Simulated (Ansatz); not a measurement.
CuO under changes of volume

One of the cells (9.643 Å³/atom); the others are scaled copies at fixed shape and fractional positions:

```
CELL_PARAMETERS angstrom
2.83633 0.00000 0.00000
-1.41816 2.45633 0.00000
0.00000 0.00000 2.76811
ATOMIC_POSITIONS crystal
Cu 0.00000 0.00000 0.00000
O 0.66667 0.33333 0.50000
```

Measurements of this composition are mostly on another form, of space group No. 15.

| Item | Value |
| --- | --- |
| Program | Ansatz 0.2.0 |
| Functional | PBE |
| Potentials or basis | Ansatz PAW |
| Cutoff | 420 eV (not typed: the program's choice for these potentials) |
| k mesh | 11 × 11 × 10 |
| Occupations | fermi-dirac, width 0.05 eV |
| Spin | no spin polarisation |

| volume (Å³/atom) | energy over the lowest point (meV/atom) | pressure (GPa) |
| --- | --- | --- |
| 9.064 | 18.40 | 11.5 |
| 9.257 | 7.37 | 7.0 |
| 9.450 | ? | ? |
| 9.643 | 0.00 | -0.5 |
| 9.836 | 2.67 | -3.7 |
| 10.028 | 8.88 | -6.5 |
| 10.221 | 18.35 | -9.0 |

Q: What does the run at 9.450 Å³/atom give?

A: Energy over the lowest point 1.41 meV/atom; pressure 3.1 GPa.

Worked out: A Birch-Murnaghan fit of order 3 (a polynomial in V^(-2/3)) to the other rows has its minimum at 9.61 Å³/atom with B0 = V·E''(V) = 171 GPa and B' = 4.7 at fixed shape and positions, which overstates the stiffness. It gives 1.42 meV/atom at 9.450 Å³/atom, against the run's 1.41, and -dE/dV = 3.0 GPa, against 3.1.

Energies are extrapolated to zero smearing.

Caveats: an odd number of electrons without spin polarisation forces a metal; a magnetic or distorted state may lie lower; the run has no spin polarisation, though such a crystal can be magnetic.
